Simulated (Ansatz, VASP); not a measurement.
**Ca: VASP beside Ansatz**

The input POSCAR:

```
Ca
1.0
   -3.4425263958      3.4425263958      1.8779616961
    3.4425263958     -3.4425263958      1.8779616961
    3.4425263958      3.4425263958     -1.8779616961
Ca
2
Direct
    0.0000000000      0.0000000000      0.0000000000
    0.7500000000      0.2500000000      0.5000000000
```

INCAR.step1

```
SYSTEM = Ca
ALGO     = Normal         ! electronic algorithm
EDIFF    = 1E-4           ! SCF threshold, eV
ENCUT    = 520            ! plane-wave cutoff, eV
GGA      = PE             ! functional
ISMEAR   = 0              ! smearing method
LASPH    = .TRUE.         ! aspherical terms in the spheres
LCHARG   = .FALSE.        ! write CHGCAR
LREAL    = .FALSE.        ! projectors in reciprocal space
LWAVE    = .TRUE.         ! write WAVECAR
NBANDS   = 17             ! bands
NELM     = 100            ! most SCF steps
PREC     = Accurate       ! precision mode
SIGMA    = 0.1            ! smearing width, eV
```

File INCAR.step2:

```
SYSTEM = Ca
ALGO     = Normal         ! electronic algorithm
EDIFF    = 1E-6           ! SCF threshold, eV
ENCUT    = 520            ! plane-wave cutoff, eV
ISIF     = 2              ! what is computed and relaxed
ISMEAR   = 0              ! smearing method
ISTART   = 1            
LASPH    = .TRUE.         ! aspherical terms in the spheres
LCHARG   = .FALSE.        ! write CHGCAR
LMIXTAU  = .TRUE.       
LREAL    = .FALSE.        ! projectors in reciprocal space
LWAVE    = .FALSE.        ! write WAVECAR
METAGGA  = R2SCAN         ! meta-GGA
NBANDS   = 17             ! bands
NELM     = 100            ! most SCF steps
PREC     = Accurate       ! precision mode
SIGMA    = 0.1            ! smearing width, eV
```

KPOINTS

```
k-points
0
G
  6 6 6
  0 0 0
```

Input for Ansatz:

```yaml
crystal:
  lattice:
    - [-3.4425263958, 3.4425263958, 1.8779616961]
    - [3.4425263958, -3.4425263958, 1.8779616961]
    - [3.4425263958, 3.4425263958, -1.8779616961]
  atoms:
    - { symbol: Ca, position: [0.0, 0.0, 0.0] }
    - { symbol: Ca, position: [0.75, 0.25, 0.5] }
basis:
  ecutwfc: 500
kpoints:
  mp_grid: { grid: [6, 6, 6] }
hamiltonian:
  xc: r2scan
scf:
  occupations: { method: gaussian, width: 0.1 }
  lower_state_search: "off"
output:
  forces: true
  stress: true
  eigenvalues: true
```

Alike in both runs: task single point; functional r2SCAN; k mesh 6 × 6 × 6; occupations gaussian, width 0.1 eV; no spin polarisation.

```csv
,VASP,Ansatz
version,VASP 6.6.1,Ansatz 0.2.0
potentials or method,"VASP PAW PBE potentials, release 64 (Ca_sv)","scalar-relativistic, plane waves, PAW"
plane-wave cutoff (eV),520,500
valence electrons in the cell,20,20
```

```csv
,VASP,Ansatz,Ansatz less VASP
gap on the k mesh at the Fermi level (eV),none,none,-
pressure (GPa),-0.6,-0.6,-0.03
```

A gap of «none» marks a metal or a gap that the smearing closes.

Caveats: the PAW data sets were made with another functional, which shifts forces and pressure a little (VASP).
